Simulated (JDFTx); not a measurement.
Write the native input for JDFTx 1.7.0 (patched build) that does the following.

* Task: band structure
* Functional: r2SCAN
* Potentials or basis: SG15-PBE-1.2 with smoothed tails
* Cutoff: 1361 eV
* Density cutoff: 10885 eV
* k mesh: 13 × 13 × 13
* Occupations: fermi-dirac, width 0.05 eV
* Spin: no spin polarisation
* Band ratio of the Davidson solver: 1.3
* Local potential set to -Z/r beyond: 6 bohr
* Bands: 9
* Density cutoff over wavefunction cutoff: 8
* Max SCF steps: 30
* SCF threshold on the energy: 1e-06 Ha
* Solver of the electrons: minimize
* Further solve for the empty bands: no
* Start: density of an earlier self-consistent run, held fixed
* Path: G-X-W-K-G-L-U-W-L-K-U-X

Crystal: BN.

```
N B
1.0
     0.00000    1.81300    1.81300
     1.81300    0.00000    1.81300
     1.81300    1.81300    0.00000
N B
1 1
Direct
  0.25000 0.25000 0.25000
  0.00000 0.00000 0.00000
```

The cell is a database's computed one.

These files were run (other wordings do the same):

bands.in

```
include BN.lattice
coords-type Lattice
include BN.ionpos

ion-species pseudo/N.upf
ion-species pseudo/B.upf
elec-cutoff 50 400
elec-ex-corr mgga-x-r2scan mgga-c-r2scan
elec-smearing Fermi 0.0018374661
elec-n-bands 9
electronic-minimize nIterations 30 energyDiffThreshold 1e-06
davidson-band-ratio 1.3
forces-output-coords Cartesian
include path.kpoints
symmetries none
fix-electron-density run.$VAR

dump-name bands.$VAR
dump End Ecomponents EigStats BandEigs Kpoints Forces
```

BN.lattice

```
lattice \
    0.0000000000     3.4260753537     3.4260753537 \
    3.4260753537     0.0000000000     3.4260753537 \
    3.4260753537     3.4260753537     0.0000000000
```

BN.ionpos

```
ion N      0.2500000000     0.2500000000     0.2500000000 1
ion B      0.0000000000     0.0000000000     0.0000000000 1
```

path.kpoints

```
kpoint +0.0000000000 +0.0000000000 +0.0000000000 0.020000000000
kpoint +0.0714285714 +0.0000000000 +0.0714285714 0.020000000000
kpoint +0.1428571429 +0.0000000000 +0.1428571429 0.020000000000
kpoint +0.2142857143 +0.0000000000 +0.2142857143 0.020000000000
kpoint +0.2857142857 +0.0000000000 +0.2857142857 0.020000000000
kpoint +0.3571428571 +0.0000000000 +0.3571428571 0.020000000000
kpoint +0.4285714286 +0.0000000000 +0.4285714286 0.020000000000
kpoint +0.5000000000 +0.0000000000 +0.5000000000 0.020000000000
kpoint +0.5000000000 +0.0833333333 +0.5833333333 0.020000000000
kpoint +0.5000000000 +0.1666666667 +0.6666666667 0.020000000000
kpoint +0.5000000000 +0.2500000000 +0.7500000000 0.020000000000
kpoint +0.4375000000 +0.3125000000 +0.7500000000 0.020000000000
kpoint +0.3750000000 +0.3750000000 +0.7500000000 0.020000000000
kpoint +0.3281250000 +0.3281250000 +0.6562500000 0.020000000000
kpoint +0.2812500000 +0.2812500000 +0.5625000000 0.020000000000
kpoint +0.2343750000 +0.2343750000 +0.4687500000 0.020000000000
kpoint +0.1875000000 +0.1875000000 +0.3750000000 0.020000000000
kpoint +0.1406250000 +0.1406250000 +0.2812500000 0.020000000000
kpoint +0.0937500000 +0.0937500000 +0.1875000000 0.020000000000
kpoint +0.0468750000 +0.0468750000 +0.0937500000 0.020000000000
kpoint +0.0000000000 +0.0000000000 +0.0000000000 0.020000000000
kpoint +0.0833333333 +0.0833333333 +0.0833333333 0.020000000000
kpoint +0.1666666667 +0.1666666667 +0.1666666667 0.020000000000
kpoint +0.2500000000 +0.2500000000 +0.2500000000 0.020000000000
kpoint +0.3333333333 +0.3333333333 +0.3333333333 0.020000000000
kpoint +0.4166666667 +0.4166666667 +0.4166666667 0.020000000000
kpoint +0.5000000000 +0.5000000000 +0.5000000000 0.020000000000
kpoint +0.5250000000 +0.4500000000 +0.5250000000 0.020000000000
kpoint +0.5500000000 +0.4000000000 +0.5500000000 0.020000000000
kpoint +0.5750000000 +0.3500000000 +0.5750000000 0.020000000000
kpoint +0.6000000000 +0.3000000000 +0.6000000000 0.020000000000
kpoint +0.6250000000 +0.2500000000 +0.6250000000 0.020000000000
kpoint +0.5625000000 +0.2500000000 +0.6875000000 0.020000000000
kpoint +0.5000000000 +0.2500000000 +0.7500000000 0.020000000000
kpoint +0.5000000000 +0.2916666667 +0.7083333333 0.020000000000
kpoint +0.5000000000 +0.3333333333 +0.6666666667 0.020000000000
kpoint +0.5000000000 +0.3750000000 +0.6250000000 0.020000000000
kpoint +0.5000000000 +0.4166666667 +0.5833333333 0.020000000000
kpoint +0.5000000000 +0.4583333333 +0.5416666667 0.020000000000
kpoint +0.5000000000 +0.5000000000 +0.5000000000 0.020000000000
kpoint +0.4791666667 +0.4791666667 +0.5416666667 0.020000000000
kpoint +0.4583333333 +0.4583333333 +0.5833333333 0.020000000000
kpoint +0.4375000000 +0.4375000000 +0.6250000000 0.020000000000
kpoint +0.4166666667 +0.4166666667 +0.6666666667 0.020000000000
kpoint +0.3958333333 +0.3958333333 +0.7083333333 0.020000000000
kpoint +0.3750000000 +0.3750000000 +0.7500000000 0.020000000000
kpoint +0.6250000000 +0.2500000000 +0.6250000000 0.020000000000
kpoint +0.5833333333 +0.1666666667 +0.5833333333 0.020000000000
kpoint +0.5416666667 +0.0833333333 +0.5416666667 0.020000000000
kpoint +0.5000000000 +0.0000000000 +0.5000000000 0.020000000000
```

Potentials or basis: SG15-PBE-1.2 with smoothed tails.

The run is started by

```bash
$ jdftx -c 1 -i bands.in -o bands.out
```

Results of the run:

| Item | Value |
| --- | --- |
| Band gap along the path | 4.97 eV, indirect (least direct gap 9.47 eV) |

Run time: 12 s on 1 thread of Intel(R) Xeon(R) Platinum 8488C (Sapphire Rapids), with other jobs on the host, peak memory 0.09 GiB.
